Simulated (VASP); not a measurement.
# Zn (P6_3/mmc) in VASP: further runs

One crystal, Zn, is run at these levels: r2SCAN, r2SCAN+rVV10; tasks: relaxation of cell and atoms.

Program: VASP 6.6.1. These are calculated values, not measurements. Logs are shortened: lines on timing, memory, paths and dates and some standing lists are left out, and cuts for length are marked.

## (1) The structure

It takes space group P6_3/mmc (No. 194, hexagonal). Conventional cell: a = 2.614 Å, b = 2.614 Å, c = 4.873 Å, α = 90.00°, β = 90.00°, γ = 120.00°. Zn (site symmetry -6m2) has 12 Zn at 2.61 to 2.87 Å as nearest neighbours.

## (2) Relaxation of cell and atoms, r2SCAN

Input file INCAR:

```
SYSTEM = Zn
  PREC = Accurate
  ENCUT = 600
  EDIFF = 1E-7
  ISMEAR = 0
  SIGMA = 0.1
  LREAL = .FALSE.
  LASPH = .TRUE.
  NELM = 60
  ALGO = Normal
  ISIF = 3
  LWAVE = .FALSE.
  LCHARG = .FALSE.
  METAGGA = R2SCAN
  LMIXTAU = .TRUE.
  IBRION = 2
  NSW = 90
  EDIFFG = -0.005
```

Input file KPOINTS:

```
regular mesh
0
G
  18 18 10
  0 0 0
```

Input file POSCAR:

```
Zn
1.0
    2.6143598000      0.0000000000      0.0000000000
   -1.3071799000      2.2641020000      0.0000000000
    0.0000000000      0.0000000000      4.8731610200
Zn
2
Direct
    0.3333333300      0.6666666700      0.2500000000
    0.6666666700      0.3333333300      0.7500000000
```

Potentials or basis: VASP PAW PBE potentials, release 64 (Zn).

Run with:

```bash
> cat potpaw_PBE.64/Zn/POTCAR > POTCAR
> mpirun -np 1 vasp_std > vasp.out
```

OUTCAR:

```text
SYSTEM = Zn
   PREC = Accurate
   ENCUT = 600
   EDIFF = 1E-7
   ISMEAR = 0
   LREAL = .FALSE.
   LASPH = .TRUE.
   NELM = 60
   ISIF = 3
   METAGGA = R2SCAN
   IBRION = 2
   NSW = 90
   EDIFFG = -0.005

 ion  position               nearest neighbor table
   1  0.333  0.667  0.250-   2 2.87   2 2.87   2 2.87   2 2.87   2 2.87   2 2.87
   2  0.667  0.333  0.750-   1 2.87   1 2.87   1 2.87   1 2.87   1 2.87   1 2.87

  LATTYP: Found a hexagonal cell.
 ALAT       =     2.6143598000
 C/A-ratio  =     1.8639978399

  Lattice vectors:

 A1 = (   2.6143598000,   0.0000000000,   0.0000000000)
 A2 = (  -1.3071799000,   2.2641020000,   0.0000000000)
 A3 = (   0.0000000000,   0.0000000000,   4.8731610200)

Analysis of symmetry for initial positions (statically):
=====================================================================
 Subroutine PRICEL returns:
 Original cell was already a primitive cell.

 Routine SETGRP: Setting up the symmetry group for a
 hexagonal supercell.

 Subroutine GETGRP returns: Found 24 space group operations
 (whereof 12 operations were pure point group operations)
 out of a pool of 24 trial point group operations.

The static configuration has the point symmetry D_3d.
 The point group associated with its full space group is D_6h.

Analysis of symmetry for dynamics (positions and initial velocities):
=====================================================================
 Subroutine PRICEL returns:
 Original cell was already a primitive cell.

 Routine SETGRP: Setting up the symmetry group for a
 hexagonal supercell.

 Subroutine GETGRP returns: Found 24 space group operations
 (whereof 12 operations were pure point group operations)
 out of a pool of 24 trial point group operations.

The dynamic configuration has the point symmetry D_3d.
 The point group associated with its full space group is D_6h.

 Subroutine INISYM returns: Found 24 space group operations
 (whereof 12 operations are pure point group operations),
 and found     1 'primitive' translations

----------------------------------------------------------------------------------------

                                     Primitive cell

  volume of cell :      28.8451

  direct lattice vectors                    reciprocal lattice vectors
     2.614359800  0.000000000  0.000000000     0.382502822  0.220838107  0.000000000
    -1.307179900  2.264102000  0.000000000     0.000000000  0.441676214  0.000000000
     0.000000000  0.000000000  4.873161020     0.000000000  0.000000000  0.205205614

  length of vectors
     2.614359800  2.614359799  4.873161020     0.441676214  0.441676214  0.205205614

  position of ions in fractional coordinates (direct lattice)
     0.333333330  0.666666670  0.250000000
     0.666666670  0.333333330  0.750000000

  ion indices of the primitive-cell ions
   primitive index   ion index
                 1           1
                 2           2

----------------------------------------------------------------------------------------

 KPOINTS: regular mesh

Automatic generation of k-mesh.
 Grid dimensions read from file:
 generate k-points for:   18   18   10

 Generating k-lattice:

  Cartesian coordinates                     Fractional coordinates (reciprocal lattice)
     0.021250157  0.012268784  0.000000000     0.055555556  0.000000000  0.000000000
     0.000000000  0.024537567  0.000000000     0.000000000  0.055555556  0.000000000
     0.000000000  0.000000000  0.020520561     0.000000000  0.000000000  0.100000000

  Length of vectors
     0.024537567  0.024537567  0.020520561

  Shift w.r.t. Gamma in fractional coordinates (k-lattice)
     0.000000000  0.000000000  0.000000000

 Subroutine IBZKPT returns following result:
 ===========================================

 Found    222 irreducible k-points:

 Following reciprocal coordinates:
            Coordinates               Weight
  0.000000  0.000000  0.000000      1.000000
  0.055556 -0.000000  0.000000      6.000000
  0.111111 -0.000000  0.000000      6.000000
  0.166667  0.000000  0.000000      6.000000
  0.222222  0.000000  0.000000      6.000000
  0.277778  0.000000  0.000000      6.000000
[... 16 lines left out ...]
  0.333333  0.111111  0.000000     12.000000
  0.388889  0.111111  0.000000     12.000000
 [... further k-points ...]
   k-points           NKPTS =    222   k-points in BZ     NKDIM =    222   number of bands    NBANDS=     16
   number of dos      NEDOS =    301   number of ions     NIONS =      2
   total plane-waves  NPLWV =  23040
   dimension x,y,z NGX =    24 NGY =   24 NGZ =   40
   dimension x,y,z NGXF=    48 NGYF=   48 NGZF=   80
   ions per type =               2
   NGX,Y,Z   is equivalent  to a cutoff of  15.26, 15.26, 13.65 a.u.
   NGXF,Y,Z  is equivalent  to a cutoff of  30.52, 30.52, 27.29 a.u.
 SYSTEM =  Zn
   PREC   = accura    normal or accurate (medium, high low for compatibility)
   ISTART =      0    job   : 0-new  1-cont  2-samecut
   ICHARG =      2    charge: 1-file 2-atom 10-const
   ISPIN  =      1    spin polarized calculation?
   LNONCOLLINEAR =      F non collinear calculations
   LSORBIT =      F    spin-orbit coupling
   LASPH  =      T    aspherical Exc in radial PAW
   ENCUT  =  600.0 eV  44.10 Ry    6.64 a.u.   5.22  5.22  9.73*2*pi/ulx,y,z
   NELM   =     60;   NELMIN=  2; NELMDL= -5     # of ELM steps
   EDIFF  = 0.1E-06   stopping-criterion for ELM
   LREAL  =      F    real-space projection
   EDIFFG = -.5E-02   stopping-criterion for IOM
   NSW    =     90    number of steps for IOM
   IBRION =      2    ionic relax: 0-MD 1-quasi-New 2-CG
   NFREE  =      1    steps in history (QN), initial steepest desc. (CG)
   ISIF   =      3    stress and relaxation
   ISYM   =      2    0-nonsym 1-usesym 2-fastsym
   POTIM  = 0.5000    time-step for ionic-motion
   TEBEG  =    0.0;   TEEND  =   0.0 temperature during run
   PSTRESS=    0.0 pullay stress
   NELECT =      24.0000    total number of electrons
   NUPDOWN=      -1.0000    fix difference up-down
   EMIN   =  10.00;   EMAX   =-10.00  energy-range for DOS
   EFERMI =   0.00;   METHOD = LEGACY
   ISMEAR =     0;   SIGMA  =   0.10  broadening in eV -4-tet -1-fermi 0-gaus
   EFERMI_NEDOS =   21; number of points for ismear=-14 and -15
   IALGO  =     38    algorithm
   IMIX   =      4    mixing-type and parameters
     AMIX     =   0.40;   BMIX     =  1.00
     AMIX_MAG =   1.60;   BMIX_MAG =  1.00
  volume/ion in A,a.u.               =      14.42        97.33
  Fermi-wavevector in a.u.,A,eV,Ry     =   1.539765  2.909735 32.257744  2.370877
  Thomas-Fermi vector in A             =   2.645947
   LORBIT       =      0    0 simple, 1 ext, 2 COOP (PROOUT), +10 PAW based schemes
   METAGGA = R2SCAN    functional components
   LHFCALC =     F    Hartree Fock is set to
   AEXX    =    0.0000 exact exchange contribution
   IVDW    =     0    specifies the selected vdW correction
   LEPSILON=     F    determine dielectric tensor
   LRPA    =     F    only Hartree local field effects (RPA)
 conjugate gradient relaxation of ions
 non-spin polarized calculation
 Gauss-broadening in eV      SIGMA  =   0.10
  energy-cutoff  :      600.00
  volume of cell :       28.85
 maximum number of plane-waves:       980
 NGX is ok and might be reduce to    24
   NGX = 11   NGY = 11   NGZ = 19

--------------------------------------- Ionic step        1  -------------------------------------------

 number of electron      24.0000002 magnetization

 Free energy of the ion-electron system (eV)
  ---------------------------------------------------
  ext. energy  EPLUGINS =         0.00000000
  ---------------------------------------------------
  free energy    TOTEN  =       -17.80435716 eV

  energy without entropy =      -17.80364657  energy(sigma->0) =      -17.80400186

------------------------ aborting loop because EDIFF is reached ----------------------------------------

  FORCE on cell =-STRESS in cart. coord.  units (eV):
  Direction    XX          YY          ZZ          XY          YZ          ZX
  --------------------------------------------------------------------------------------
  -------------------------------------------------------------------------------------
  Total       -0.1191835     -0.1191835      0.2644188      0.0000000     -0.0000000      0.0000000
  in kB       -6.6199487     -6.6199487     14.6869228      0.0000000     -0.0000000      0.0000000
  external PRESSURE =       0.4823418 kB  Pullay stress =       0.0000000 kB
[... 273 lines left out ...]
  energy  without entropy=      -17.8065236491  energy(sigma->0) =      -17.80716189

--------------------------------------- Ionic step        9  -------------------------------------------

 number of electron      24.0000031 magnetization

 Free energy of the ion-electron system (eV)
  ---------------------------------------------------
  ext. energy  EPLUGINS =         0.00000000
  ---------------------------------------------------
  free energy    TOTEN  =       -17.80780915 eV

  energy without entropy =      -17.80651666  energy(sigma->0) =      -17.80716290

 E-fermi :   3.2441     XC(G=0): -12.8630

 val. band max:        3.2405319550   @ k =   0.2778   0.2778   0.3000
 cond. band min:       3.2864418359   @ k =   0.3333   0.2778   0.5000
 fundamental gap:      0.0459098809
 Fermi energy:         3.2441053098

 k-point     1 :       0.0000    0.0000    0.0000
  band No.  band energies     occupation
      1      -7.9382      2.00000
      2      -5.9796      2.00000
      3      -5.1458      2.00000
      4      -4.8459      2.00000
      5      -4.8457      2.00000
      6      -4.7987      2.00000
[... 8 lines left out ...]
     15      20.6835      0.00000
     16      23.0371      0.00000
[... 420 lines left out ...]
  band No.  band energies     occupation
      1      -5.5815      2.00000
      2      -5.4821      2.00000
      3      -5.3476      2.00000
      4      -4.8806      2.00000
      5      -4.6836      2.00000
      6      -4.6789      2.00000
[... 8 lines left out ...]
     15       9.1764      0.00000
     16      10.5889      0.00000

 [... further k-points ...]

------------------------ aborting loop because EDIFF is reached ----------------------------------------

  FORCE on cell =-STRESS in cart. coord.  units (eV):
  Direction    XX          YY          ZZ          XY          YZ          ZX
  --------------------------------------------------------------------------------------
  -------------------------------------------------------------------------------------
  Total       -0.0038572     -0.0038572      0.0030171     -0.0000000     -0.0000000      0.0000000
  in kB       -0.2117367     -0.2117367      0.1656196     -0.0000000     -0.0000000      0.0000000
  external PRESSURE =      -0.0859513 kB  Pullay stress =       0.0000000 kB
[... 17 lines left out ...]
  FREE ENERGIE OF THE ION-ELECTRON SYSTEM (eV)
  ---------------------------------------------------
  free  energy   TOTEN  =       -17.8078091468 eV

  energy  without entropy=      -17.8065166624  energy(sigma->0) =      -17.80716290

 reached required accuracy - stopping structural energy minimisation
```

Run time: 47 min. Hardware: 1 thread of Intel Xeon Platinum 8259CL at 2.50GHz (Skylake/Cascade Lake), shared host; peak memory 0.26 GiB.

Results:

```yaml
Free_energy: -17.8078 eV
Relaxed_volume: 14.59 Å³/atom
Relaxed_cell: a = 2.599 Å, b = 2.599 Å, c = 4.989 Å, α = 90.00°, β = 90.00°, γ = 120.00°
Space_group_after_relaxing_to_0.05_Å: P6_3/mmc (No. 194)
Energy_gained_by_relaxing: 1.7 meV/atom
Ionic_steps: 9
Pressure_after_relaxing: 0.0 GPa
Band_gap_on_the_k_mesh: none (metal or under the smearing width)
```

Step by step:
```
step  energy change (eV)  largest force (eV/Å)  pressure (GPa)  volume (Å³)
   1              0.0000                0.0000            0.05        28.85
   2             -0.0019                0.0000            0.27        28.86
   3             -0.0028                0.0000            0.49        28.88
   4             -0.0027                0.0000            1.02        28.90
   5             -0.0031                0.0000            0.71        28.89
   6             -0.0033                0.0000           -0.20        29.25
   7             -0.0035                0.0000            0.20        29.09
   8             -0.0034                0.0000           -0.03        29.18
   9             -0.0035                0.0000           -0.01        29.19
```

Final structure:
```
Zn
1.0
     2.59919    0.00000    0.00000
    -1.29959    2.25096    0.00000
     0.00000    0.00000    4.98862
Zn
2
Direct
  0.33333 0.66667 0.25000
  0.66667 0.33333 0.75000
```

Caveat: the PAW data sets were made with another functional, which shifts forces and pressure a little.

(Part 1 of 2 ends here.)
